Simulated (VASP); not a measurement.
# MgSn2N2 (P-3m1) in VASP: single point with PBE

Aim: the single point of MgSn2N2 with PBE.

Program: VASP 6.6.1. These are calculated values, not measurements. Logs are shortened: lines on timing, memory, paths and dates and some standing lists are left out, and cuts for length are marked.

## (1) The structure

The structure is trigonal, space group P-3m1 (No. 164). The conventional cell has a = 3.254 Å, b = 3.254 Å, c = 9.059 Å, α = 90.00°, β = 90.00°, γ = 120.00°. Mg (site symmetry -3m) has 6 N at 2.29 Å as nearest neighbours. Around Sn (site symmetry 3m) lie 3 N at 2.29 Å. N (site symmetry 3m) has 3 Sn at 2.29 Å and 3 Mg at 2.29 Å as nearest neighbours.

The cell was built by a generator and needn't be a form met in nature.

## (2) Single point, PBE

The input, INCAR:

```
ALGO     = Fast           # electronic algorithm
EDIFF    = 1E-5           # SCF threshold, eV
ENCUT    = 520            # plane-wave cutoff, eV
GGA      = PE             # functional
ISIF     = 2              # what is computed and relaxed
ISMEAR   = 0              # smearing method
LASPH    = T              # aspherical terms in the spheres
LCHARG   = F              # write CHGCAR
LREAL    = Auto         
LWAVE    = F              # write WAVECAR
NBANDS   = 51             # bands
NELM     = 80             # most SCF steps
PREC     = Normal         # precision mode
SIGMA    = 0.05           # smearing width, eV
```

The input, KPOINTS:

```
k-points
0
Gamma
  6 6 1
```

The input, POSCAR:

```
MgSn2N2
1.0
    3.2541880000      0.0000000000      0.0000000000
   -1.6270940000      2.8182100000      0.0000000000
    0.0000000000      0.0000000000     18.1187000000
Mg Sn N
2 4 4
Direct
    0.0000000000      0.0000000000      0.0000000000
    0.0000000000      0.0000000000      0.5000000000
    0.6666670000      0.3333330000      0.1447515000
    0.6666670000      0.3333330000      0.6447515000
    0.3333330000      0.6666670000      0.3552485000
    0.3333330000      0.6666670000      0.8552485000
    0.6666670000      0.3333330000      0.4273005000
    0.6666670000      0.3333330000      0.9273005000
    0.3333330000      0.6666670000      0.0726995000
    0.3333330000      0.6666670000      0.5726995000
```

Potentials or basis: VASP PAW PBE potentials, release 64 (Mg, Sn_d, N).

Launch:

```
> cat potpaw_PBE.64/Mg/POTCAR potpaw_PBE.64/Sn_d/POTCAR potpaw_PBE.64/N/POTCAR > POTCAR
> mpirun -np 1 vasp_std > vasp.out
```

OUTCAR:

```text
EDIFF = 1E-5
   ENCUT = 520
   GGA = PE
   ISIF = 2
   ISMEAR = 0
   LASPH = T
   LREAL = Auto
   NELM = 80
   PREC = Normal

 ion  position               nearest neighbor table
   1  0.000  0.000  0.000-   8 2.29   9 2.29   8 2.29   9 2.29   8 2.29   9 2.29   3 3.23   6 3.23
                             6 3.23   3 3.23   3 3.23   6 3.23
   2  0.000  0.000  0.500-   7 2.29  10 2.29   7 2.29  10 2.29   7 2.29  10 2.29   4 3.23   5 3.23
                             5 3.23   4 3.23   4 3.23   5 3.23
   3  0.667  0.333  0.145-   9 2.29   9 2.29   9 2.29   1 3.23   1 3.23   1 3.23
   4  0.667  0.333  0.645-  10 2.29  10 2.29  10 2.29   2 3.23   2 3.23   2 3.23
   5  0.333  0.667  0.355-   7 2.29   7 2.29   7 2.29   2 3.23   2 3.23   2 3.23
   6  0.333  0.667  0.855-   8 2.29   8 2.29   8 2.29   1 3.23   1 3.23   1 3.23
   7  0.667  0.333  0.427-   5 2.29   5 2.29   5 2.29   2 2.29   2 2.29   2 2.29
   8  0.667  0.333  0.927-   6 2.29   6 2.29   6 2.29   1 2.29   1 2.29   1 2.29
   9  0.333  0.667  0.073-   3 2.29   3 2.29   3 2.29   1 2.29   1 2.29   1 2.29
  10  0.333  0.667  0.573-   4 2.29   4 2.29   4 2.29   2 2.29   2 2.29   2 2.29

  LATTYP: Found a hexagonal cell.
 ALAT       =     3.2541880000
 C/A-ratio  =     5.5678098500

  Lattice vectors:

 A1 = (   3.2541880000,   0.0000000000,   0.0000000000)
 A2 = (  -1.6270940000,   2.8182100000,   0.0000000000)
 A3 = (   0.0000000000,   0.0000000000,  18.1187000000)

Analysis of symmetry for initial positions (statically):
=====================================================================
 Subroutine PRICEL returns following result:

  LATTYP: Found a hexagonal cell.
 ALAT       =     3.2541880000
 C/A-ratio  =     2.7839049250

  Lattice vectors:

 A1 = (   3.2541880000,   0.0000000000,   0.0000000000)
 A2 = (  -1.6270940000,   2.8182100000,   0.0000000000)
 A3 = (   0.0000000000,   0.0000000000,   9.0593500000)

   2 primitive cells build up your supercell.

 Routine SETGRP: Setting up the symmetry group for a
 hexagonal supercell.

 Subroutine GETGRP returns: Found 12 space group operations
 (whereof 12 operations were pure point group operations)
 out of a pool of 24 trial point group operations.

The static configuration has the point symmetry D_3d.

Analysis of symmetry for dynamics (positions and initial velocities):
=====================================================================
 Subroutine PRICEL returns following result:

  LATTYP: Found a hexagonal cell.
 ALAT       =     3.2541880000
 C/A-ratio  =     2.7839049250

  Lattice vectors:

 A1 = (   3.2541880000,   0.0000000000,   0.0000000000)
 A2 = (  -1.6270940000,   2.8182100000,   0.0000000000)
 A3 = (   0.0000000000,   0.0000000000,   9.0593500000)

   2 primitive cells build up your supercell.

 Routine SETGRP: Setting up the symmetry group for a
 hexagonal supercell.

 Subroutine GETGRP returns: Found 12 space group operations
 (whereof 12 operations were pure point group operations)
 out of a pool of 24 trial point group operations.

The dynamic configuration has the point symmetry D_3d.

 Subroutine INISYM returns: Found 12 space group operations
 (whereof 12 operations are pure point group operations),
 and found     2 'primitive' translations

----------------------------------------------------------------------------------------

                                     Primitive cell

  volume of cell :      83.0832

  direct lattice vectors                    reciprocal lattice vectors
     3.254188000  0.000000000  0.000000000     0.307296321  0.177417581  0.000000000
    -1.627094000  2.818210000  0.000000000     0.000000000  0.354835161  0.000000000
     0.000000000  0.000000000  9.059350000     0.000000000  0.000000000  0.110383195

  length of vectors
     3.254188000  3.254188453  9.059350000     0.354835211  0.354835161  0.110383195

  position of ions in fractional coordinates (direct lattice)
     0.000000000  0.000000000  0.000000000
     0.666667000  0.333333000  0.289503000
     0.333333000  0.666667000  0.710497000
     0.666667000  0.333333000  0.854601000
     0.333333000  0.666667000  0.145399000

  ion indices of the primitive-cell ions
   primitive index   ion index
                 1           1
                 2           3
                 3           6
                 4           8
                 5           9

----------------------------------------------------------------------------------------

 KPOINTS: k-points

Automatic generation of k-mesh.
 Grid dimensions read from file:
 generate k-points for:    6    6    1

 Generating k-lattice:

  Cartesian coordinates                     Fractional coordinates (reciprocal lattice)
     0.051216053  0.029569597  0.000000000     0.166666667  0.000000000  0.000000000
     0.000000000  0.059139194  0.000000000     0.000000000  0.166666667  0.000000000
     0.000000000  0.000000000  0.055191598     0.000000000  0.000000000  1.000000000

  Length of vectors
     0.059139202  0.059139194  0.055191598

  Shift w.r.t. Gamma in fractional coordinates (k-lattice)
     0.000000000  0.000000000  0.000000000

 Subroutine IBZKPT returns following result:
 ===========================================

 Found      7 irreducible k-points:

 Following reciprocal coordinates:
            Coordinates               Weight
  0.000000  0.000000  0.000000      1.000000
  0.166667  0.000000  0.000000      6.000000
  0.333333  0.000000  0.000000      6.000000
  0.500000  0.000000  0.000000      3.000000
  0.166667  0.166667  0.000000      6.000000
  0.333333  0.166667  0.000000     12.000000
  0.333333  0.333333  0.000000      2.000000
   k-points           NKPTS =      7   k-points in BZ     NKDIM =      7   number of bands    NBANDS=     51
   number of dos      NEDOS =    301   number of ions     NIONS =     10
   total plane-waves  NPLWV =  34992
   dimension x,y,z NGX =    18 NGY =   18 NGZ =  108
   dimension x,y,z NGXF=    36 NGYF=   36 NGZF=  216
   ions per type =               2   4   4
   NGX,Y,Z   is equivalent  to a cutoff of   9.20,  9.20,  9.91 a.u.
   NGXF,Y,Z  is equivalent  to a cutoff of  18.39, 18.39, 19.82 a.u.
 SYSTEM =  unknown system
   PREC   = normal    normal or accurate (medium, high low for compatibility)
   ISTART =      0    job   : 0-new  1-cont  2-samecut
   ICHARG =      2    charge: 1-file 2-atom 10-const
   ISPIN  =      1    spin polarized calculation?
   LNONCOLLINEAR =      F non collinear calculations
   LSORBIT =      F    spin-orbit coupling
   LASPH  =      T    aspherical Exc in radial PAW
   ENCUT  =  520.0 eV  38.22 Ry    6.18 a.u.   6.05  6.05 33.69*2*pi/ulx,y,z
   NELM   =     80;   NELMIN=  2; NELMDL= -5     # of ELM steps
   EDIFF  = 0.1E-04   stopping-criterion for ELM
   LREAL  =      T    real-space projection
   EDIFFG = 0.1E-03   stopping-criterion for IOM
   NSW    =      0    number of steps for IOM
   IBRION =     -1    ionic relax: 0-MD 1-quasi-New 2-CG
   NFREE  =      0    steps in history (QN), initial steepest desc. (CG)
   ISIF   =      2    stress and relaxation
   ISYM   =      2    0-nonsym 1-usesym 2-fastsym
   POTIM  = 0.5000    time-step for ionic-motion
   TEBEG  =    0.0;   TEEND  =   0.0 temperature during run
   PSTRESS=    0.0 pullay stress
   NELECT =      80.0000    total number of electrons
   NUPDOWN=      -1.0000    fix difference up-down
   EMIN   =  10.00;   EMAX   =-10.00  energy-range for DOS
   EFERMI =   0.00;   METHOD = LEGACY
   ISMEAR =     0;   SIGMA  =   0.05  broadening in eV -4-tet -1-fermi 0-gaus
   EFERMI_NEDOS =   21; number of points for ismear=-14 and -15
   IALGO  =     68    algorithm
   IMIX   =      4    mixing-type and parameters
     AMIX     =   0.40;   BMIX     =  1.00
     AMIX_MAG =   1.60;   BMIX_MAG =  1.00
  volume/ion in A,a.u.               =      16.62       112.13
  Fermi-wavevector in a.u.,A,eV,Ry     =   1.283090  2.424689 22.399546  1.646320
  Thomas-Fermi vector in A             =   2.415363
   LORBIT       =      0    0 simple, 1 ext, 2 COOP (PROOUT), +10 PAW based schemes
   GGA     = PE    functional components
   LHFCALC =     F    Hartree Fock is set to
   AEXX    =    0.0000 exact exchange contribution
   IVDW    =     0    specifies the selected vdW correction
   LEPSILON=     F    determine dielectric tensor
   LRPA    =     F    only Hartree local field effects (RPA)
 non-spin polarized calculation
 RMM-DIIS sequential band-by-band and
 Gauss-broadening in eV      SIGMA  =   0.05
  energy-cutoff  :      520.00
  volume of cell :      166.17
 maximum number of plane-waves:      4536
   NGX = 13   NGY = 13   NGZ = 67

 number of electron      79.9999928 magnetization

 Free energy of the ion-electron system (eV)
  ---------------------------------------------------
  ext. energy  EPLUGINS =         0.00000000
  ---------------------------------------------------
  free energy    TOTEN  =       -52.98379977 eV

  energy without entropy =      -52.98379977  energy(sigma->0) =      -52.98379977

 E-fermi :   6.6355     XC(G=0): -10.3762

 val. band max:        6.3525935044   @ k =   0.0000   0.0000   0.0000
 cond. band min:       7.2196278235   @ k =   0.3333   0.3333   0.0000
 fundamental gap:      0.8670343192
 Fermi energy:         6.6355210102

 k-point     1 :       0.0000    0.0000    0.0000
  band No.  band energies     occupation
      1     -14.5975      2.00000
      2     -14.5975      2.00000
      3     -14.5975      2.00000
      4     -14.5975      2.00000
      5     -14.5972      2.00000
      6     -14.5972      2.00000
[... 43 lines left out ...]
     50      14.7332      0.00000
     51      15.0786      0.00000
[... 322 lines left out ...]
     50      13.2701      0.00000
     51      13.2759      0.00000

------------------------ aborting loop because EDIFF is reached ----------------------------------------

  FORCE on cell =-STRESS in cart. coord.  units (eV):
  Direction    XX          YY          ZZ          XY          YZ          ZX
  --------------------------------------------------------------------------------------
  -------------------------------------------------------------------------------------
  Total        0.0456060      0.0456060     -0.1160445     -0.0000000      0.0000000     -0.0000000
  in kB        0.4397336      0.4397338     -1.1189025     -0.0000000      0.0000000     -0.0000000
  external PRESSURE =      -0.0798117 kB  Pullay stress =       0.0000000 kB

 VOLUME and BASIS-vectors are now :
 -----------------------------------------------------------------------------
  energy-cutoff  :      520.00
  volume of cell :      166.17
      direct lattice vectors                 reciprocal lattice vectors
     3.254188000  0.000000000  0.000000000     0.307296321  0.177417581  0.000000000
    -1.627094000  2.818210000  0.000000000     0.000000000  0.354835161  0.000000000
     0.000000000  0.000000000 18.118700000     0.000000000  0.000000000  0.055191598

 POSITION                                       TOTAL-FORCE (eV/Angst)
 -----------------------------------------------------------------------------------
      0.00000      0.00000      0.00000         0.000000      0.000000     -0.000000
      0.00000      0.00000      9.05935         0.000000      0.000000     -0.000000
      1.62710      0.93940      2.62271         0.000000     -0.000000     -0.029115
      1.62710      0.93940     11.68206         0.000000     -0.000000     -0.029115
     -0.00000      1.87881      6.43664        -0.000000      0.000000      0.029115
     -0.00000      1.87881     15.49599        -0.000000      0.000000      0.029115
      1.62710      0.93940      7.74213        -0.000000     -0.000000     -0.002452
      1.62710      0.93940     16.80148        -0.000000     -0.000000     -0.002452
     -0.00000      1.87881      1.31722         0.000000      0.000000      0.002452
     -0.00000      1.87881     10.37657         0.000000      0.000000      0.002452
 -----------------------------------------------------------------------------------
    total drift:                                0.000000      0.000000      0.000000

  FREE ENERGIE OF THE ION-ELECTRON SYSTEM (eV)
  ---------------------------------------------------
  free  energy   TOTEN  =       -52.9837997743 eV

  energy  without entropy=      -52.9837997743  energy(sigma->0) =      -52.98379977
```

Wall time 57 s (1 thread of AMD EPYC 7R13 (Zen 3), shared host); peak memory 0.17 GiB.

Results:

* Free energy: -52.9838 eV
* Pressure: 0.0 GPa
* Largest force: 0.029 eV/Å
* Band gap on the k mesh: 0.87 eV

Forces in eV/Å, atoms in the order of the input:
```
Mg   0.000  0.000  0.000
Mg   0.000  0.000  0.000
Sn   0.000  0.000 -0.029
Sn   0.000  0.000 -0.029
Sn   0.000  0.000  0.029
Sn   0.000  0.000  0.029
N    0.000  0.000 -0.002
N    0.000  0.000 -0.002
N    0.000  0.000  0.002
N    0.000  0.000  0.002
```

Stress tensor (GPa, compression positive):
```
 0.04  0.00  0.00
 0.00  0.04  0.00
 0.00  0.00 -0.11
```

Levels at points of the mesh, in eV from the valence-band top:
```csv
k point,band 36,band 37,band 38,band 39,band 40,band 41,band 42,band 43,band 44,band 45
"(0.00, 0.00, 0.00)",-0.86,-0.86,-0.86,-0.86,0.00,1.46,2.32,3.05,3.20,7.48
"(0.50, 0.00, 0.00)",-1.92,-1.78,-1.50,-0.97,-0.91,0.88,0.96,1.59,1.99,3.98
```

Caveat: spin-orbit coupling is left out, which moves the levels of the heavy elements; an odd mesh through Γ misses points on the zone boundary, where band edges often lie.
